Zinc sulfide is a colourless semiconductor that absorbs ultraviolet light. Its measured gap is about 3.7 eV, a rough, recalled value. Nine density functionals have been applied to the same crystal, with the atoms held in place. "Gap on path" is the smallest energy from a filled to an empty band along the sampled lines of crystal momentum. "Direct gap on path" demands that both states have the same momentum.

Plane-wave Kohn–Sham DFT with VASP 6.6.1 and PAW potentials for zinc-blende ZnS (2-atom cell, fixed geometry), without spin polarisation, spin–orbit coupling or dispersion correction. The k mesh is 9×9×9 and the smearing width 0.05 eV (Fermi–Dirac or Gaussian); the band path is Γ–X–W–K–Γ–L–U–W–L–K|U–X.

```
functional                            potentials  wave cutoff  gap on path (eV)  direct gap on path (eV)
       LDA  VASP PAW LDA potentials, recommended       520 eV             1.890                    1.890
       PBE         VASP PAW PBE potentials, hard       900 eV             2.114                    2.114
    PBEsol  VASP PAW PBE potentials, recommended       520 eV             1.978                    1.978
    revPBE  VASP PAW PBE potentials, recommended       520 eV             2.237                    2.237
      RPBE  VASP PAW PBE potentials, recommended       520 eV             2.281                    2.281
      BLYP  VASP PAW PBE potentials, recommended       520 eV             2.127                    2.127
      AM05  VASP PAW PBE potentials, recommended       520 eV             2.101                    2.101
       LAK  VASP PAW PBE potentials, recommended       520 eV             3.170                    3.170
      PW91  VASP PAW PBE potentials, recommended       520 eV             2.102                    2.102
```

(a) How can a reader recognise that the gaps share an error, although most of them agree well with one another?

Solution. Begin with the colour. LDA and the seven gradient-corrected functionals (GGAs, every other row except LAK) place the gap between 1.9 and 2.3 eV. A direct gap of that size would make pure ZnS absorb strongly in the visible, which it does not.

Next, compare scatter with error. The GGA gaps span only 0.3 eV, but on average they lie about 1.6 eV below the measured gap, five times as far. Spin–orbit coupling and lattice vibrations, which are left out here, matter at the level of a tenth of an eV. The common shortfall is therefore a shared error, and the scatter is no error bar. Smearing plays no part: with gaps this wide every band is full or empty, both with Fermi–Dirac occupations and with the Gaussian smearing used in several band runs.

The order of close GGA rows is established only for this fixed cell. With RPBE the crystal pushes outward with about 4 GPa, and letting it expand should lower its gap by roughly 0.3 eV, judging from the known effect of pressure on the gap. Relaxation would thus take RPBE further from experiment. LAK also pushes outward, with about 2.6 GPa, so its gap is expected to shrink on relaxation too, by a smaller amount.

(b) Why does exchanging one GGA for another not cure the error?

Solution. Consider one electron added to an ever larger crystal. In the limit, the density at each point no longer changes. The exchange–correlation part of an LDA or GGA potential depends only on the density and its derivatives near that point, so it does not change either. The exact Kohn–Sham potential behaves differently: it jumps by a constant Δ once the valence band is full. The true gap is therefore

E_gap = (ε_c − ε_v) + Δ

where ε_c is the lowest empty level and ε_v the highest filled one. LDA and GGAs supply only an approximation to the bracket. The table cannot tell how much of the 1.6 eV shortfall is the missing Δ and how much is an error in the bracket itself; part (c) points to one likely source of the latter.

A different GGA reshapes the potential and so alters the bracket. PBEsol responds weakly to density gradients in its exchange part and gives 1.98 eV; revPBE and RPBE respond more strongly and give 2.24 and 2.28 eV. Among these three relatives of PBE, a stronger gradient response thus goes with a wider gap, but it does not create Δ. The order does not carry over to every GGA in the table.

LAK also uses the kinetic-energy density, which depends on the shapes of the orbitals. Its potential therefore acts on the slope of each orbital as well as on its value, and the computed level difference can absorb part of Δ. This makes a larger gap possible but not certain, since the outcome depends on how the functional uses the kinetic-energy density. LAK gives 3.17 eV. Like the GGAs other than PBE itself, it was run with atomic datasets made for PBE, and the effect of that mismatch is untested.

(c) Has LAK, then, simply added the constant that LDA lacks?

Solution. Take the limiting case in which a functional adds a constant to LDA and does nothing else. Every empty level must then rise by the same amount above the valence top. The same calculations give the second empty level at zero crystal momentum, where the gap also lies. In LDA it is 6.254 eV above the valence top, so for LAK the model predicts

6.254 + (3.170 − 1.890) = 7.534 eV

The calculation gives 7.203 eV. The prediction is too high by 0.33 eV, about a quarter of the gain in the gap. LDA served as the reference and no constant was adjusted.

The second level rises by 74% as much as the first in LAK, and by 41 to 82% as much in the GGAs. LAK lies inside that range only because of BLYP; the other six GGAs give 41 to 68%. The GGA ratios come from small shifts measured against an LDA row that uses different atomic datasets. The two levels clearly set LAK apart by the size of its shift, and they leave open whether its pattern differs. Unequal shifts are natural when a potential is reshaped: the lowest empty state is s-like and has charge at the nuclei, whereas the next is p-like and has little there. The levels alone cannot tell how much of LAK's gain stands for Δ.

A deeper level shows what remains wrong. By the established band order, the next level below the valence top at zero momentum is the top of the zinc 3d shell. Experiment finds this shell roughly 9 eV down, a recalled value, but RPBE and LAK both put its top at 5.8 eV. The comparison is rough: the centre of the shell lies somewhat below its top, and a computed level is not exactly the energy needed to remove an electron. In such functionals an electron partly repels itself, which raises compact 3d states most. A 3d shell that lies too high is expected to push the sulfur p states at the valence top upward and narrow the gap in every row. This does not set the order of the rows: LDA has the deepest 3d level and the smallest gap, while RPBE has the shallowest level and the widest gap of the GGAs. LAK widens the gap by 0.89 eV over RPBE but leaves the depth of the 3d level below the valence top unchanged.

The practical rule is to judge a functional by two quantities that need not improve together. For ZnS these are the gap and the 3d depth: LAK brings the first much closer to experiment, while it leaves the second where RPBE has it, up to about 3 eV too shallow.
